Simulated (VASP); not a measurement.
NiSb:

```xyz
2
Lattice="0.0000 2.9885 2.9885 2.9885 0.0000 2.9885 2.9885 2.9885 0.0000" Properties=species:S:1:pos:R:3 pbc="T T T"
Ni    4.4827    4.4827    4.4827
Sb    0.0000    0.0000    0.0000
```

The cell was built by a generator and needn't be a form met in nature.

```yaml
Program: VASP 6.6.1
Task: relaxation of cell and atoms
Functional: PBEsol
Potentials_or_basis: VASP PAW PBE potentials, release 64 (Ni, Sb)
Cutoff: 600 eV
k_mesh: 5 × 5 × 5, shifted
Occupations: fermi-dirac, width 0.0834 eV
Spin: no spin polarisation
```

At the start: pressure -10.1 GPa; volume 26.69 Å³/atom.

Problem. Where does the relaxation end?

Solution. Over 3 steps the energy falls by 173.0 meV/atom and the volume is 22.13 Å³/atom (-17.1 %); space group F-43m (No. 216, to 0.05 Å).

Step by step:
| step | energy change (eV) | largest force (eV/Å) | pressure (GPa) | volume (Å³) |
| --- | --- | --- | --- | --- |
| 1 | 0.0000 | 0.0000 | -10.13 | 53.38 |
| 2 | -0.2902 | 0.0000 | 6.66 | 41.37 |
| 3 | -0.3460 | 0.0000 | -0.03 | 44.26 |

Final structure:
```cif
data_structure
_symmetry_space_group_name_H-M 'P 1'
_symmetry_Int_Tables_number 1
_cell_length_a 3.9705
_cell_length_b 3.9705
_cell_length_c 3.9705
_cell_angle_alpha 60.000
_cell_angle_beta 60.000
_cell_angle_gamma 60.000
_cell_volume 44.26
loop_
_atom_site_label
_atom_site_type_symbol
_atom_site_fract_x
_atom_site_fract_y
_atom_site_fract_z
_atom_site_occupancy
Ni1 Ni 0.75000 0.75000 0.75000 1
Sb1 Sb 0.00000 0.00000 0.00000 1
```

Caveat: the k mesh is coarse (spacing up to 0.36 Å⁻¹), so the values aren't converged; the volume moved by over 15 % at a fixed basis, so the end points are rough; the PAW data sets were made with another functional, which shifts forces and pressure a little.
